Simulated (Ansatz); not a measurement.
# Cu: the cost of one run

Computed with Ansatz 0.2.0 (DFT PBE, scalar-relativistic, plane waves, PAW, unless a step's input says otherwise).

16 further runs of the same task are left out: 16 set aside as unsound or not needed.

### 1 The system as given

It takes space group I4/mmm (No. 139, tetragonal). The conventional cell has a = 2.947 Å, b = 2.947 Å, c = 2.764 Å, α = 90.00°, β = 90.00°, γ = 90.00°. Cu (site symmetry 4/mmm) has 10 Cu at 2.50 to 2.76 Å as nearest neighbours.

Structure file:

```cif
data_structure
_symmetry_space_group_name_H-M 'P 1'
_symmetry_Int_Tables_number 1
_cell_length_a 2.5002
_cell_length_b 2.5002
_cell_length_c 2.5002
_cell_angle_alpha 107.790
_cell_angle_beta 107.790
_cell_angle_gamma 112.888
_cell_volume 12.00
loop_
_atom_site_label
_atom_site_type_symbol
_atom_site_fract_x
_atom_site_fract_y
_atom_site_fract_z
_atom_site_occupancy
Cu1 Cu 0.00000 0.00000 0.00000 1
```

It goes back to an entry of the Materials Project, which need not be the stable form.

This cell was relaxed beforehand with the same method: volume 12.00 Å³/atom, gap on the mesh none (metal).

### 2 Plan of the line

The energy is mapped over the lattice constants a and c of the conventional cell.

- lattice constant a (and b): 7 values from 2.799 to 3.094 Å
- lattice constant c: 7 values from 2.626 to 2.902 Å

Nothing else is relaxed (symmetry fixes all fractional coordinates). Energies count from the relaxed crystal. Points are written as (first, second).

### 3 The run at (2.799 Å, 2.626 Å)

The input, input.yaml:

```yaml
crystal:
  lattice:
    - [-1.3996, 1.3996, 1.3129]
    - [1.3996, -1.3996, 1.3129]
    - [1.3996, 1.3996, -1.3129]
  atoms:
    - { symbol: Cu, position: [0.0, 0.0, 0.0] }
basis:
  ecutwfc: 520.0
kpoints:
  mp_grid: { grid: [22, 22, 22] }
hamiltonian:
  xc: pbe
  pseudopotentials: { kind: paw, azcp: { folder: soft_1 } }
scf:
  occupations: { method: gaussian, width: 0.15 }
output:
  forces: true
  stress: true
  eigenvalues: true
```

Run with:

```bash
> ansatz run input.yaml --threads 1 --pin off --max-ram 2048MiB --backend cpu --events-out ev --progress --plain --runs-dir out
```

What time and memory should one allow on 1 thread of Arm Neoverse V1, shared host?

About 10 s, with a peak of 0.42 GiB.
